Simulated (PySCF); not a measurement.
Parent: `[CH:1]1=[CH:2][C@@H:3]2[CH:4]=[CH:5][C@H:6]1[CH2:7]2`, C7H8.

Method used: PBE0-D3(BJ)/def2-SVP geometry optimisation, gas phase (PySCF). One conformer each, not checked by frequencies here.

```csv
coordinate of the parent,value
C1=C2,1.336 Å
C2–C3,1.535 Å
C3–C4,1.535 Å
C4=C5,1.336 Å
C5–C6,1.535 Å
C6–C7,1.548 Å
C1–C6,1.535 Å
C3–C7,1.548 Å
C2–C1–C6,107.0°
C1–C2–C3,107.0°
C2–C3–C4,107.4°
C2–C3–C7,98.4°
C4–C3–C7,98.4°
C3–C4–C5,107.0°
C4–C5–C6,107.0°
C5–C6–C7,98.4°
C1–C6–C5,107.4°
C1–C6–C7,98.4°
C3–C7–C6,92.3°
```

How does the shared frame change in `[O:1]=[CH:2][C:3]1=[CH:4][C@@H:5]2[CH:6]=[CH:7][C@H:8]1[CH2:9]2` with O1–C2–C3–C4 177°, C8H8O? Atoms pair as C1 = C3, C2 = C4, C3 = C5, C4 = C6, C5 = C7, C6 = C8, C7 = C9 (parent first).

| parent | relative | value in the relative | change |
| --- | --- | --- | --- |
| C1=C2 | C3=C4 | 1.347 Å | +0.011 |
| C2–C3 | C4–C5 | 1.527 Å | -0.008 |
| C3–C4 | C5–C6 | 1.537 Å | +0.002 |
| C4=C5 | C6=C7 | 1.336 Å | 0.000 |
| C5–C6 | C7–C8 | 1.532 Å | -0.003 |
| C6–C7 | C8–C9 | 1.547 Å | -0.001 |
| C1–C6 | C3–C8 | 1.531 Å | -0.004 |
| C3–C7 | C5–C9 | 1.550 Å | +0.002 |
| C2–C1–C6 | C4–C3–C8 | 107.0° | 0.0 |
| C1–C2–C3 | C3–C4–C5 | 106.9° | -0.1 |
| C2–C3–C4 | C4–C5–C6 | 106.6° | -0.8 |
| C2–C3–C7 | C4–C5–C9 | 98.5° | +0.1 |
| C4–C3–C7 | C6–C5–C9 | 98.6° | +0.2 |
| C3–C4–C5 | C5–C6–C7 | 107.0° | 0.0 |
| C4–C5–C6 | C6–C7–C8 | 107.2° | +0.2 |
| C5–C6–C7 | C7–C8–C9 | 98.7° | +0.3 |
| C1–C6–C5 | C3–C8–C7 | 106.8° | -0.6 |
| C1–C6–C7 | C3–C8–C9 | 98.2° | -0.2 |
| C3–C7–C6 | C5–C9–C8 | 92.5° | +0.2 |

Of the parent's bonds, C1–C2 changes most (+0.011 Å). Bonds of the relative outside the shared frame: O1=C2 1.209, C2–C3 1.458 Å. Point group C2v → C1.

How does the shared frame change in `[CH3:1][C:2]1=[CH:3][C@H:4]2[CH:5]=[CH:6][C@@H:7]1[CH2:8]2`, C8H10? Atoms pair as C1 = C2, C2 = C3, C3 = C4, C4 = C5, C5 = C6, C6 = C7, C7 = C8 (parent first).

| parent | relative | value in the relative | change |
| --- | --- | --- | --- |
| C1=C2 | C2=C3 | 1.339 Å | +0.003 |
| C2–C3 | C3–C4 | 1.533 Å | -0.002 |
| C3–C4 | C4–C5 | 1.535 Å | 0.000 |
| C4=C5 | C5=C6 | 1.337 Å | +0.001 |
| C5–C6 | C6–C7 | 1.533 Å | -0.002 |
| C6–C7 | C7–C8 | 1.546 Å | -0.002 |
| C1–C6 | C2–C7 | 1.541 Å | +0.006 |
| C3–C7 | C4–C8 | 1.547 Å | -0.001 |
| C2–C1–C6 | C3–C2–C7 | 106.2° | -0.8 |
| C1–C2–C3 | C2–C3–C4 | 107.4° | +0.4 |
| C2–C3–C4 | C3–C4–C5 | 107.3° | -0.1 |
| C2–C3–C7 | C3–C4–C8 | 98.4° | 0.0 |
| C4–C3–C7 | C5–C4–C8 | 98.6° | +0.2 |
| C3–C4–C5 | C4–C5–C6 | 106.9° | -0.1 |
| C4–C5–C6 | C5–C6–C7 | 106.8° | -0.2 |
| C5–C6–C7 | C6–C7–C8 | 98.7° | +0.3 |
| C1–C6–C5 | C2–C7–C6 | 107.3° | -0.1 |
| C1–C6–C7 | C2–C7–C8 | 98.8° | +0.4 |
| C3–C7–C6 | C4–C8–C7 | 92.1° | -0.2 |

Of the parent's bonds, C1–C6 changes most (+0.006 Å). Bonds of the relative outside the shared frame: C1–C2 1.485 Å. Point group C2v → C1.
